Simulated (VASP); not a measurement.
# BN (P6_3/mmc) in VASP: a series of runs

Runs on BN. Level: rev-vdW-DF2. Tasks: relaxation of cell and atoms.

Program: VASP 6.6.1. These are calculated values, not measurements. Logs are shortened: lines on timing, memory, paths and dates and some standing lists are left out, and cuts for length are marked.

**1. Starting point**

It takes space group P6_3/mmc (No. 194, hexagonal). Conventional cell: a = 2.498 Å, b = 2.498 Å, c = 6.636 Å, α = 90.00°, β = 90.00°, γ = 120.00°. B (site symmetry -6m2) has 3 N at 1.44 Å as nearest neighbours. Around N (site symmetry -6m2) lie 3 B at 1.44 Å.

**2. Relaxation of cell and atoms, rev-vdW-DF2**

INCAR

```
PREC = Accurate
ENCUT = 600
EDIFF = 1E-6
ISMEAR = 0
SIGMA = 0.03
LREAL = F
LASPH = T
NELM = 80
ALGO = Normal
ISIF = 3
LWAVE = F
LCHARG = F
GGA = MK
LUSE_VDW = T
AGGAC = 0.0
PARAM1 = 0.1234
PARAM2 = 0.711357
ZAB_VDW = -1.8867
IBRION = 2
NSW = 90
EDIFFG = -0.01
```

KPOINTS

```
Automatic mesh
0
Gamma
  12 12 4
```

POSCAR

```
BN
1.0
    2.4982400000      0.0000000000      0.0000000000
   -1.2491200000      2.1635393048      0.0000000000
    0.0000000000      0.0000000000      6.6357000000
B N
2 2
Direct
    0.3333333333      0.6666666667      0.2500000000
    0.6666666667      0.3333333333      0.7500000000
    0.3333333333      0.6666666667      0.7500000000
    0.6666666667      0.3333333333      0.2500000000
```

Potentials or basis: VASP PAW PBE potentials, release 64 (B, N).

Command:

```
> cat potpaw_PBE.64/B/POTCAR potpaw_PBE.64/N/POTCAR > POTCAR
> mpirun -np 1 vasp_std > vasp.out
```

OUTCAR:

```text
PREC = Accurate
   ENCUT = 600
   EDIFF = 1E-6
   ISMEAR = 0
   LREAL = F
   LASPH = T
   NELM = 80
   ISIF = 3
   GGA = MK
   IBRION = 2
   NSW = 90
   EDIFFG = -0.01

 ion  position               nearest neighbor table
   1  0.333  0.667  0.250-   4 1.44   4 1.44   4 1.44
   2  0.667  0.333  0.750-   3 1.44   3 1.44   3 1.44
   3  0.333  0.667  0.750-   2 1.44   2 1.44   2 1.44
   4  0.667  0.333  0.250-   1 1.44   1 1.44   1 1.44

  LATTYP: Found a hexagonal cell.
 ALAT       =     2.4982400000
 C/A-ratio  =     2.6561499296

  Lattice vectors:

 A1 = (   2.4982400000,   0.0000000000,   0.0000000000)
 A2 = (  -1.2491200000,   2.1635393048,   0.0000000000)
 A3 = (   0.0000000000,   0.0000000000,   6.6357000000)

Analysis of symmetry for initial positions (statically):
=====================================================================
 Subroutine PRICEL returns:
 Original cell was already a primitive cell.

 Routine SETGRP: Setting up the symmetry group for a
 hexagonal supercell.

 Subroutine GETGRP returns: Found 24 space group operations
 (whereof 12 operations were pure point group operations)
 out of a pool of 24 trial point group operations.

The static configuration has the point symmetry D_3d.
 The point group associated with its full space group is D_6h.

Analysis of symmetry for dynamics (positions and initial velocities):
=====================================================================
 Subroutine PRICEL returns:
 Original cell was already a primitive cell.

 Routine SETGRP: Setting up the symmetry group for a
 hexagonal supercell.

 Subroutine GETGRP returns: Found 24 space group operations
 (whereof 12 operations were pure point group operations)
 out of a pool of 24 trial point group operations.

The dynamic configuration has the point symmetry D_3d.
 The point group associated with its full space group is D_6h.

 Subroutine INISYM returns: Found 24 space group operations
 (whereof 12 operations are pure point group operations),
 and found     1 'primitive' translations

----------------------------------------------------------------------------------------

                                     Primitive cell

  volume of cell :      35.8662

[... 104 lines left out ...]
   NUPDOWN=      -1.0000    fix difference up-down
   EMIN   =  10.00;   EMAX   =-10.00  energy-range for DOS
   EFERMI =   0.00;   METHOD = LEGACY
   ISMEAR =     0;   SIGMA  =   0.03  broadening in eV -4-tet -1-fermi 0-gaus
   EFERMI_NEDOS =   21; number of points for ismear=-14 and -15
   IALGO  =     38    algorithm
   IMIX   =      4    mixing-type and parameters
     AMIX     =   0.40;   BMIX     =  1.00
     AMIX_MAG =   1.60;   BMIX_MAG =  1.00
  volume/ion in A,a.u.               =       8.97        60.51
  Fermi-wavevector in a.u.,A,eV,Ry     =   1.250891  2.363842 21.289433  1.564729
  Thomas-Fermi vector in A             =   2.384864
   LORBIT       =      0    0 simple, 1 ext, 2 COOP (PROOUT), +10 PAW based schemes
   GGA     = MK    functional components
   LHFCALC =     F    Hartree Fock is set to
   AEXX    =    0.0000 exact exchange contribution
   IVDW_NL    =     1    kernel type
   BPARAM     = 6.3000
   IVDW    =     0    specifies the selected vdW correction
   LEPSILON=     F    determine dielectric tensor
   LRPA    =     F    only Hartree local field effects (RPA)
 conjugate gradient relaxation of ions
 non-spin polarized calculation
 Gauss-broadening in eV      SIGMA  =   0.03
  energy-cutoff  :      600.00
  volume of cell :       35.87
 maximum number of plane-waves:      1224
 NGX is ok and might be reduce to    20
   NGX =  9   NGY =  9   NGZ = 27

--------------------------------------- Ionic step        1  -------------------------------------------

 number of electron      15.9999998 magnetization

 Free energy of the ion-electron system (eV)
  ---------------------------------------------------
  ext. energy  EPLUGINS =         0.00000000
  ---------------------------------------------------
  free energy    TOTEN  =       -31.90903126 eV

  energy without entropy =      -31.90903126  energy(sigma->0) =      -31.90903126

------------------------ aborting loop because EDIFF is reached ----------------------------------------

  FORCE on cell =-STRESS in cart. coord.  units (eV):
  Direction    XX          YY          ZZ          XY          YZ          ZX
  --------------------------------------------------------------------------------------
  -------------------------------------------------------------------------------------
  Total        1.1709737      1.1709737     -0.1860807      0.0000000     -0.0000000      0.0000000
  in kB       52.3084722     52.3084722     -8.3123956      0.0000000     -0.0000000      0.0000000
  external PRESSURE =      32.1015163 kB  Pullay stress =       0.0000000 kB
[... 307 lines left out ...]
--------------------------------------- Ionic step        9  -------------------------------------------

 number of electron      15.9999999 magnetization

 Free energy of the ion-electron system (eV)
  ---------------------------------------------------
  ext. energy  EPLUGINS =         0.00000000
  ---------------------------------------------------
  free energy    TOTEN  =       -31.91717545 eV

  energy without entropy =      -31.91717545  energy(sigma->0) =      -31.91717545

 E-fermi :   2.5427     XC(G=0): -10.4165

 val. band max:        2.3818419289   @ k =   0.3333   0.2500   0.0000
 cond. band min:       6.5428599155   @ k =   0.5000   0.0000   0.0000
 fundamental gap:      4.1610179867
 Fermi energy:         2.5427110914

 k-point     1 :       0.0000    0.0000    0.0000
  band No.  band energies     occupation
      1     -15.3516      2.00000
      2     -14.9809      2.00000
      3      -3.9938      2.00000
      4      -1.5117      2.00000
      5       0.9892      2.00000
      6       0.9892      2.00000
      7       1.0382      2.00000
      8       1.0382      2.00000
      9       7.5699      0.00000
     10      12.8135      0.00000
     11      13.8690      0.00000
     12      13.8690      0.00000
[... 331 lines left out ...]
 k-point    24 :       0.3333    0.0000    0.2500
  band No.  band energies     occupation
      1     -13.3353      2.00000
      2     -13.1466      2.00000
      3      -4.4926      2.00000
      4      -4.4163      2.00000
      5      -1.2270      2.00000
      6      -1.1701      2.00000
      7      -0.9199      2.00000
      8       0.5006      2.00000
      9       9.0925      0.00000
     10       9.7961      0.00000
     11      11.3283      0.00000
     12      12.5733      0.00000

 [... further k-points ...]
[... 5 lines left out ...]
  --------------------------------------------------------------------------------------
  -------------------------------------------------------------------------------------
  Total        0.0260955      0.0260955     -0.0086548      0.0000000      0.0000000      0.0000000
  in kB        1.1844062      1.1844062     -0.3928179      0.0000000      0.0000000      0.0000000
  external PRESSURE =       0.6586648 kB  Pullay stress =       0.0000000 kB
[... 23 lines left out ...]
  energy  without entropy=      -31.9171754482  energy(sigma->0) =      -31.91717545

Total vdW correction in eV:      2.3156252

 reached required accuracy - stopping structural energy minimisation
```

CONTCAR:

```text
BN
   1.00000000000000
     2.5100414405084930   -0.0000000000000000    0.0000000000000000
    -1.2550207202542465    2.1737596520823073   -0.0000000000000000
    -0.0000000000000000   -0.0000000000000000    6.4696792844794437
  B               N
     2     2
Direct
     0.3333333332999970    0.6666666667000030    0.2500000000000000
     0.6666666667000030    0.3333333332999970    0.7500000000000000
     0.3333333332999970    0.6666666667000030    0.7500000000000000
     0.6666666667000030    0.3333333332999970    0.2500000000000000

  0.00000000E+00  0.00000000E+00  0.00000000E+00
  0.00000000E+00  0.00000000E+00  0.00000000E+00
  0.00000000E+00  0.00000000E+00  0.00000000E+00
  0.00000000E+00  0.00000000E+00  0.00000000E+00
```

Wall time 4 min (1 thread of Intel Xeon Platinum 8488C (Sapphire Rapids), shared host); peak memory 0.32 GiB.

Results:

```yaml
Free_energy: -31.9172 eV
Relaxed_volume: 8.83 Å³/atom
Relaxed_cell: a = 2.510 Å, b = 2.510 Å, c = 6.470 Å, α = 90.00°, β = 90.00°, γ = 120.00°
Space_group_after_relaxing_to_0.05_Å: P6_3/mmc (No. 194)
Energy_gained_by_relaxing: 2.0 meV/atom
Ionic_steps: 9
Pressure_after_relaxing: 0.1 GPa
Band_gap_on_the_k_mesh: 4.16 eV, indirect (least direct gap 4.54 eV)
```

Step by step:
```tsv
step	energy change (eV)	largest force (eV/Å)	pressure (GPa)	volume (Å³)
1	0.0000	0.0000	3.21	35.87
2	0.0141	0.0000	-6.55	36.80
3	-0.0057	0.0000	-0.32	36.19
4	-0.0057	0.0000	-0.28	36.19
5	-0.0061	0.0000	-0.24	36.12
6	-0.0069	0.0000	-0.16	35.91
7	-0.0080	0.0000	-0.01	35.51
8	-0.0070	0.0000	0.38	34.69
9	-0.0081	0.0000	0.07	35.30
```

Final structure:
```
B N
1.0
     2.51004    0.00000    0.00000
    -1.25502    2.17376    0.00000
     0.00000    0.00000    6.46968
B N
2 2
Direct
  0.33333 0.66667 0.25000
  0.66667 0.33333 0.75000
  0.33333 0.66667 0.75000
  0.66667 0.33333 0.25000
```

Levels at points of the mesh, in eV from the valence-band top:
| k point | band 5 | band 6 | band 7 | band 8 | band 9 | band 10 | band 11 | band 12 |
| --- | --- | --- | --- | --- | --- | --- | --- | --- |
| (0.00, 0.00, 0.00) | -1.39 | -1.39 | -1.34 | -1.34 | 5.19 | 10.43 | 11.49 | 11.49 |
| (0.50, 0.00, 0.00) | -4.17 | -4.08 | -1.57 | -0.38 | 4.16 | 5.73 | 9.48 | 9.91 |
| (0.00, 0.00, 0.50) | -1.37 | -1.37 | -1.37 | -1.37 | 7.74 | 7.74 | 11.56 | 11.56 |
| (0.50, 0.00, 0.50) | -4.13 | -4.13 | -0.95 | -0.95 | 4.65 | 4.65 | 9.91 | 9.91 |

Caveat: the PAW data sets were made with another functional, which shifts forces and pressure a little.

**3. Relaxation of cell and atoms, rev-vdW-DF2**

This run uses another cell than the first one, of 8.83 Å³/atom, 0.984 times its volume.

INCAR: that of step 2 with these lines changed.

```diff
@@ -2,3 +2,3 @@
 ENCUT = 600
-EDIFF = 1E-6
+EDIFF = 1E-7
 ISMEAR = 0
@@ -20,2 +20,2 @@
 NSW = 90
-EDIFFG = -0.01
+EDIFFG = -0.005
```

KPOINTS is that of step 2.

POSCAR

```
BN                                      
1.0
    2.5100414405     -0.0000000000      0.0000000000
   -1.2550207203      2.1737596521     -0.0000000000
   -0.0000000000     -0.0000000000      6.4696792845
  B               N             
     2     2
Direct
     0.3333333332999970    0.6666666667000030    0.2500000000000000
     0.6666666667000030    0.3333333332999970    0.7500000000000000
     0.3333333332999970    0.6666666667000030    0.7500000000000000
     0.6666666667000030    0.3333333332999970    0.2500000000000000
```

Potentials or basis: VASP PAW PBE potentials, release 64 (B, N).

Command:

```
> cat potpaw_PBE.64/B/POTCAR potpaw_PBE.64/N/POTCAR > POTCAR
> mpirun -np 1 vasp_std > vasp.out
```

Run time: 76 s. Hardware: 1 thread of Intel Xeon Platinum 8488C (Sapphire Rapids), shared host; peak memory 0.32 GiB.

The run converged. Its results:

| Item | Value |
| --- | --- |
| Free energy | -31.9162 eV |
| Relaxed volume | 8.83 Å³/atom |
| Relaxed cell | a = 2.510 Å, b = 2.510 Å, c = 6.470 Å, α = 90.00°, β = 90.00°, γ = 120.00° |
| Space group after relaxing (to 0.05 Å) | P6_3/mmc (No. 194) |
| Energy gained by relaxing | 0.0 meV/atom |
| Ionic steps | 3 |
| Pressure after relaxing | 0.0 GPa |
| Band gap on the k mesh | 4.16 eV, indirect (least direct gap 4.54 eV) |

Final structure:
```
B N
1.0
     2.51032    0.00000    0.00000
    -1.25516    2.17400    0.00000
     0.00000    0.00000    6.46970
B N
2 2
Direct
  0.33333 0.66667 0.25000
  0.66667 0.33333 0.75000
  0.33333 0.66667 0.75000
  0.66667 0.33333 0.25000
```

Levels at points of the mesh, in eV from the valence-band top:
```tsv
k point	band 5	band 6	band 7	band 8	band 9	band 10	band 11	band 12
(0.00, 0.00, 0.00)	-1.39	-1.39	-1.34	-1.34	5.19	10.43	11.48	11.48
(0.50, 0.00, 0.00)	-4.17	-4.08	-1.57	-0.38	4.16	5.73	9.48	9.90
(0.00, 0.00, 0.50)	-1.37	-1.37	-1.37	-1.37	7.74	7.74	11.56	11.56
(0.50, 0.00, 0.50)	-4.13	-4.13	-0.94	-0.94	4.65	4.65	9.90	9.90
```

Caveat: the PAW data sets were made with another functional, which shifts forces and pressure a little.
